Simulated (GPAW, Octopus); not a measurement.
Given: the input of a run of GPAW 26.7.0 (ASE script) on TiAl. Atoms were shifted at random by some hundredths of an Å from the given cell, which wasn't relaxed again for these runs. The cell comes from a database or a generator and needn't be the stable form of this composition.

run.py

```python
from ase import Atoms
from ase.dft.bandgap import bandgap
from ase.io import write
from ase.units import GPa
from gpaw import GPAW, PW, setup_paths

setup_paths.insert(0, '.')

atoms = Atoms(['Ti', 'Al'],
              cell=[[2.8672622327, 0.0, 0.0],
                    [-1.4336311163, 2.4831219328, 0.0],
                    [0.0, 0.0, 4.678083]],
              scaled_positions=[[-0.009755, 0.004856, 0.01131],
                                [0.348123, 0.662687, 0.516325]],
              pbc=True)

calc = GPAW(mode=PW(600),
            xc='PBEsol',
            kpts={'size': (11, 11, 6), 'gamma': True},
            occupations={'name': 'fermi-dirac', 'width': 0.05},
            nbands=17,
            convergence={'density': 1e-05, 'energy': 1e-05},
            maxiter=150,
            txt='gpaw.txt')
atoms.calc = calc
energy = atoms.get_potential_energy()
forces = atoms.get_forces()
stress = atoms.get_stress()
calc.write('gs.gpw')
write('result.traj', atoms)
print(f'Energy: {energy:.6f} eV')
print('Forces (eV/A):')
print(forces.round(4))
print('Stress (GPa):', (stress / GPa).round(3))
print('Fermi level:', round(calc.get_fermi_level(), 4), 'eV')
print(f'Gap: {bandgap(calc)[0]:.4f} eV, direct: {bandgap(calc, direct=True)[0]:.4f} eV')
```

Potentials or basis: PAW data sets generated in the run's folder for this functional, pw.

Launch:

```bash
$ gpaw-setup -f PBEsol Al Ti
$ OMP_NUM_THREADS=1 python run.py
```

Task: Set up the same calculation for Octopus 16.4. Potentials or basis there: pseudodojo_pbesol (PseudoDojo 0.4, PBEsol).

Result: As run (cutoffs and basis follow the program's own potentials, and thresholds, step limits or extra output files can differ):

Contents of inp:

```
CalculationMode = gs
UnitsOutput = eV_Angstrom
PeriodicDimensions = 3
ExperimentalFeatures = yes
PseudopotentialSet = pseudodojo_pbesol
%LatticeParameters
 1*angstrom | 1*angstrom | 1*angstrom
%
%LatticeVectors
 2.8672622327 | 0 | 0
 -1.4336311163 | 2.4831219328 | 0
 0 | 0 | 4.678083
%
%ReducedCoordinates
 "Ti" | -0.009755 | 0.004856 | 0.01131
 "Al" | 0.348123 | 0.662687 | 0.516325
%
%Spacing
 0.12466358*angstrom | 0.12466358*angstrom | 0.12310745*angstrom
%
DerivativesOrder = 8
%KPointsGrid
 11 | 11 | 6
%
KPointsUseSymmetries = yes
XCFunctional = gga_x_pbe_sol + gga_c_pbe_sol
SmearingFunction = fermi_dirac
Smearing = 0.05*eV
ExtraStates = 8
Eigensolver = chebyshev_filter
ConvRelDens = 3e-7
MaximumIter = 120
```

Potentials or basis: pseudodojo_pbesol (PseudoDojo 0.4, PBEsol).

Run with:

```console
$ OMP_NUM_THREADS=1 octopus > out.log
```

Both were run:

|  | GPAW | Octopus |
| --- | --- | --- |
| Largest force | 0.221 eV/Å | 0.221 eV/Å |
| Energy over the undisturbed cell | 4.3 meV/atom | 4.2 meV/atom |
